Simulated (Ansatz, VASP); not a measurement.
One calculation of AgCl, two programs

INCAR

```
SYSTEM = AgCl
ALGO     = Normal         ! electronic algorithm
EDIFF    = 1E-6           ! SCF threshold, eV
ENCUT    = 520            ! plane-wave cutoff, eV
GGA      = PE             ! functional
ISIF     = 2              ! what is computed and relaxed
ISMEAR   = 0              ! smearing method
LASPH    = .True.         ! aspherical terms in the spheres
LCHARG   = .False.        ! write CHGCAR
LREAL    = .False.        ! projectors in reciprocal space
LWAVE    = .False.        ! write WAVECAR
NBANDS   = 16             ! bands
NELM     = 80             ! most SCF steps
PREC     = Accurate       ! precision mode
SIGMA    = 0.02           ! smearing width, eV
```

Contents of KPOINTS:

```
k-points
0
Gamma
  8 8 8
  0 0 0
```

POSCAR

```
AgCl
1.0
    0.0000000000      2.7731500000      2.7731500000
    2.7731500000      0.0000000000      2.7731500000
    2.7731500000      2.7731500000      0.0000000000
Ag Cl
1 1
Direct
    0.5000000000      0.5000000000      0.5000000000
   -0.0107837658     -0.0038890792      0.0038530191
```

Input for Ansatz:

```yaml
crystal:
  lattice:
    - [0.0, 2.77315, 2.77315]
    - [2.77315, 0.0, 2.77315]
    - [2.77315, 2.77315, 0.0]
  atoms:
    - { symbol: Ag, position: [0.5, 0.5, 0.5] }
    - { symbol: Cl, position: [-0.0107837658, -0.0038890792, 0.0038530191] }
basis:
  ecutwfc: 420
kpoints:
  mp_grid: { grid: [8, 8, 8] }
hamiltonian:
  xc: pbe
scf:
  occupations: { method: gaussian, width: 0.02 }
output:
  forces: true
  stress: true
  eigenvalues: true
  populations: true
```

Change from the starting cell: one atom moved.

Alike in both runs: task single point; functional PBE; k mesh 8 × 8 × 8; occupations gaussian, width 0.02 eV; no spin polarisation.

|  | VASP | Ansatz |
| --- | --- | --- |
| version | VASP 6.6.1 | Ansatz 0.2.0 |
| potentials or method | VASP PAW PBE potentials, release 64 (Ag, Cl) | scalar-relativistic, plane waves, PAW |
| plane-wave cutoff (eV) | 520 | 420 |
| valence electrons in the cell | 18 | 26 |

|  | VASP | Ansatz | Ansatz less VASP |
| --- | --- | --- | --- |
| gap on the k mesh at the Fermi level (eV) | 0.91 | 0.91 | +0.003 |
| least direct gap on the mesh (eV) | 3.11 | 3.11 | +0.001 |
| pressure (GPa) | 1.5 | 1.6 | +0.14 |
| rms of the force components (eV/Å) | 0.029 | 0.030 | +0.0005 |

Atom by atom the forces differ by 0.001 eV/Å (rms over components). The two sets of potentials don't hold the same shells in valence.

A k mesh can miss the band edges.
